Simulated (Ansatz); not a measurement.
TiSi₂: enthalpy under pressure, worked through

These are results of DFT PBE, scalar-relativistic, plane waves, PAW in Ansatz 0.2.0, not measurements. Settings: 420 eV cutoff, 10×10×10 k-mesh, Gaussian smearing of 0.10 eV, no spin polarisation.

Starting point, cell and atoms relaxed:

```yaml
crystal:
  lattice:
    - [0.00000, 4.13518, 4.27960]
    - [2.40387, 0.00000, 4.27960]
    - [2.40387, 4.13518, 0.00000]
  atoms:
    - { symbol: Ti, position: [0.75000, 0.75000, 0.75000] }
    - { symbol: Ti, position: [0.50000, 0.50000, 0.50000] }
    - { symbol: Si, position: [0.08682, 0.41318, 0.08682] }
    - { symbol: Si, position: [0.41318, 0.08682, 0.41318] }
    - { symbol: Si, position: [0.16318, 0.83682, 0.16318] }
    - { symbol: Si, position: [0.83682, 0.16318, 0.83682] }
```

Cell and atoms were relaxed at each target pressure within the start's symmetry (Fddd), at zero temperature; other phases can be more stable under pressure. H = E + PV with P the target; E is the free energy at the smearing used, whose derivative the pressure is, per atom and counted from zero pressure.

```csv
P (GPa),V (Å³/atom),E − E0 (meV),H − H0 (meV)
0,14.180,0.0,0.0
3,13.892,2.6,262.8
8,13.472,16.9,689.6
15,12.979,52.0,1267.1
30,12.157,165.3,2441.6
60,11.029,474.1,4604.5
```

Thermodynamics gives dH/dP = V along a relaxed path. Integrate V over P by the trapezoid rule and compare with the computed enthalpies.

With 1 eV/Å³ = 160.22 GPa, each step adds the mean volume times ΔP / 160.22:
```
P (GPa)  ∫V dP (meV) H − H0 (meV) difference (meV)
      3        262.8         262.8               0.1
      8        689.8         689.6               0.2
     15       1267.6        1267.1               0.6
     30       2444.3        2441.6               2.7
     60       4615.0        4604.5              10.5
```

V(P) curves upward, so the trapezoid rule runs high; integrating a smooth curve through the same points puts that excess at about 10.2 meV at 60 GPa, against the 10.5 meV found.

At 60 GPa, how much of the enthalpy change is stored energy and how much is the PV term?

E rises by 474 meV/atom and PV is 60 × 11.029 / 160.22 = 4130 meV/atom, so PV makes 90 % of ΔH. So between rival structures at high pressure a small difference in volume can outweigh the difference in energy: 1 % of this volume is worth 41.3 meV/atom at this pressure.

What bulk modulus do the lowest pressures give?

From the pressures that the runs reached, -2.98 GPa (14.502 Å³) and 3.00 GPa (13.892 Å³), B = −ΔP/Δln V = 5.98 / 0.0429 = 139 GPa, a mean over that range.